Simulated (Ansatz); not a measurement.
## SnO, one cell by several methods

```
Sn O
1.0
     3.80200    0.05703    0.05703
     0.05703    3.80200    0.05703
     0.07254    0.07254    4.83600
Sn O
2 2
Direct
  0.00000 0.50000 0.23850
  0.50000 0.00000 0.76150
  0.00000 0.00000 0.00000
  0.50000 0.50000 0.00000
```

Atoms are numbered in the order listed.

Conventional cell: a = 5.459 Å, b = 5.296 Å, c = 4.837 Å, α = 90.00°, β = 92.41°, γ = 90.00°. Sn (atom 1) is surrounded by 4 O at 2.19 to 2.25 Å. O (atom 3) is surrounded by 4 Sn at 2.19 to 2.25 Å.

The cell is COD entry 9008956, as deposited and not checked against the literature; nothing was relaxed. The listed cell was then made from it by scaling, straining or moving an atom.

Spin–orbit coupling is left out, though it moves levels of the heavy atoms by tenths of an eV or more.

Levels of theory: DFT, PBEsol, PAW with Ansatz's default frozen-core files, scalar-relativistic (Ansatz 0.2.0); DFT, PBEsol, all-electron PAW with datasets made for the crystal, scalar-relativistic (Ansatz 0.2.0); DFT, PBEsol, all-electron LAPW, scalar-relativistic (Ansatz 0.2.0).

For PAW: a Γ-centred 8×8×6 k mesh, Fermi–Dirac smearing of 0.01 eV, cutoff 420 eV, no spin polarisation; the PAW files were made with PBE, and the program remakes their frozen cores for this functional. The crystal-made all-electron datasets (AE datasets) take a cutoff of 360 eV at this cell. LAPW targets a basis error of 1 meV/atom. The Ansatz runs share mesh, smearing and spin set-up. Plane-wave (PAW) pressures include the program's estimate of the Pulay term.

Stress and pressure are positive in compression.

The change that made this cell: equal xy, yz and zx engineering shear strains of +3 %.

No spin–orbit coupling: at heavy atoms the gradients can be off by tens of per cent for that reason.

In a metal, gradients converge slowly with the k mesh: the values move by tens of per cent from one mesh to another, at times in sign, so only the comparison on one mesh counts.

| quantity | PAW | AE datasets | LAPW |
| --- | --- | --- | --- |
| pressure (GPa) | 0.20 | 0.18 | 0.18 |
| stress xx (GPa) | 0.37 | 0.34 | 0.34 |
| stress zz (GPa) | -0.13 | -0.15 | -0.15 |
| stress yz (GPa) | -1.54 | -1.54 | -1.54 |
| stress xz (GPa) | -1.54 | -1.54 | -1.54 |
| stress xy (GPa) | -2.43 | -2.43 | -2.43 |
| force on Sn1, x (eV/Å) | -0.165 | -0.165 | -0.165 |
| force on O3, x (eV/Å) | -0.106 | -0.107 | -0.107 |
| field gradient Vzz at Sn1 (10²¹ V/m²) | -17.54 | -17.43 | – |
| field gradient Vzz at O3 (10²¹ V/m²) | -1.04 | -1.04 | – |

PAW's pressure differs from the LAPW value by +0.03 GPa.
